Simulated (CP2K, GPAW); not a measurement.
This is a calculation of FePt (Tetraferroplatinum) for GPAW 26.7.0. 

File run.py:

```python
from ase.io import read
from gpaw import PW
from gpaw.dft import DFT

atoms = read('POSCAR')
atoms.set_initial_magnetic_moments([0.0, 3.0])

dft = DFT(atoms,
          mode=PW(600),
          xc='PBE',
          kpts={'size': (10, 10, 7), 'gamma': True},
          occupations={'name': 'fermi-dirac', 'width': 0.05},
          nbands=24,
          convergence={'density': 1e-05, 'energy': 1e-05},
          maxiter=150,
          txt='gpaw.txt')
print(f'Energy: {dft.calculate_energy():.6f} eV')
print('Forces (eV/A):')
print(dft.calculate_forces().round(4))
print('Stress (eV/A^3):', dft.calculate_stress().round(6))
print('Moments:', dft.magmoms()[1].round(3))
dft.write_gpw_file('gs.gpw')
```

File POSCAR:

```
FePt
1.0
    2.7235000000      0.0000000000      0.0000000000
    0.0000000000      2.7235000000      0.0000000000
    0.0000000000      0.0000000000      3.7200000000
Pt Fe
1 1
Direct
    0.5000000000      0.5000000000      0.5000000000
    0.0000000000      0.0000000000      0.0000000000
```

Potentials or basis: GPAW PAW data sets (gpaw-data 1.2.1), pw.

The run is started by

```bash
$ OMP_NUM_THREADS=1 python run.py
```

Question: What does the same run look like in CP2K 2026.2? Potentials or basis there: GTH_POTENTIALS Pt GTH-PBE-q18; POTENTIAL_UZH Fe GTH-PBE-q16; TZVP-MOLOPT-SR-GTH, TZVP-MOLOPT-PBE-GTH basis.

Answer: As run (cutoffs and basis follow the program's own potentials, and thresholds, step limits or extra output files can differ):

File fept_scf.inp:

```
&GLOBAL
  PROJECT fept_scf
  RUN_TYPE ENERGY_FORCE
  PRINT_LEVEL LOW
&END GLOBAL
&FORCE_EVAL
  METHOD QS
  STRESS_TENSOR ANALYTICAL
  &DFT
    BASIS_SET_FILE_NAME BASIS_MOLOPT_UCL
    BASIS_SET_FILE_NAME BASIS_MOLOPT_UZH
    POTENTIAL_FILE_NAME GTH_POTENTIALS
    UKS T
    MULTIPLICITY 5
    &MGRID
      CUTOFF 700
      REL_CUTOFF 60
      NGRIDS 5
    &END MGRID
    &QS
      METHOD GPW
      EPS_DEFAULT 1.0E-9
    &END QS
    &KPOINTS
      SCHEME MONKHORST-PACK 10 10 7
      GAMMA_CENTERED T
      SYMMETRY T
      SYMMETRY_BACKEND SPGLIB
    &END KPOINTS
    &SCF
      SCF_GUESS ATOMIC
      EPS_SCF 1.0E-6
      MAX_SCF 150
      ADDED_MOS 16 20
      CHOLESKY OFF
      EPS_EIGVAL 1.0E-7
      &DIAGONALIZATION ON
        ALGORITHM STANDARD
      &END DIAGONALIZATION
      &MIXING ON
        METHOD PULAY_MIXING
        ALPHA 0.4
        BETA 1.5
        NBUFFER 6
      &END MIXING
      &SMEAR ON
        METHOD FERMI_DIRAC
        ELECTRONIC_TEMPERATURE 580.23
      &END SMEAR
    &END SCF
    &XC
      &XC_FUNCTIONAL PBE
      &END XC_FUNCTIONAL
    &END XC
    &PRINT
      &KPOINTS ON
      &END KPOINTS
      &MULLIKEN ON
      &END MULLIKEN
      &MO ON
        ENERGIES T
        OCCUPATION_NUMBERS T
        &EACH
          QS_SCF 0
        &END EACH
        ADD_LAST NUMERIC
      &END MO
    &END PRINT
  &END DFT
  &SUBSYS
    &CELL
      A 2.7235000000 0.0000000000 0.0000000000
      B 0.0000000000 2.7235000000 0.0000000000
      C 0.0000000000 0.0000000000 3.7200000000
      PERIODIC XYZ
    &END CELL
    &COORD
      SCALED
      Pt  0.5000000000 0.5000000000 0.5000000000
      Fe  0.0000000000 0.0000000000 0.0000000000
    &END COORD
    &KIND Pt
      BASIS_SET TZVP-MOLOPT-SR-GTH-q18
      POTENTIAL GTH-PBE-q18
    &END KIND
    &KIND Fe
      BASIS_SET TZVP-MOLOPT-PBE-GTH-q16
      POTENTIAL GTH-PBE-q16
      POTENTIAL_FILE_NAME POTENTIAL_UZH
      MAGNETIZATION 3.0
    &END KIND
    &PRINT
      &ATOMIC_COORDINATES ON
      &END ATOMIC_COORDINATES
      &CELL ON
      &END CELL
    &END PRINT
  &END SUBSYS
  &PRINT
    &FORCES ON
    &END FORCES
    &STRESS_TENSOR ON
    &END STRESS_TENSOR
  &END PRINT
&END FORCE_EVAL
```

Potentials or basis: GTH_POTENTIALS Pt GTH-PBE-q18; POTENTIAL_UZH Fe GTH-PBE-q16; TZVP-MOLOPT-SR-GTH, TZVP-MOLOPT-PBE-GTH basis.

Run with:

```bash
$ OMP_NUM_THREADS=1 cp2k.psmp -i fept_scf.inp -o fept_scf.out
```

Both were run:

|  | GPAW | CP2K |
| --- | --- | --- |
| Pressure | 4.0 GPa | 4.9 GPa |
| Net moment | 3.28 μB per cell | 3.38 μB per cell |

The potentials hold 24 and 34 valence electrons a cell.

The magnetic state is the one that the start led to; the real crystal's order can differ.

Pressure is positive in compression.
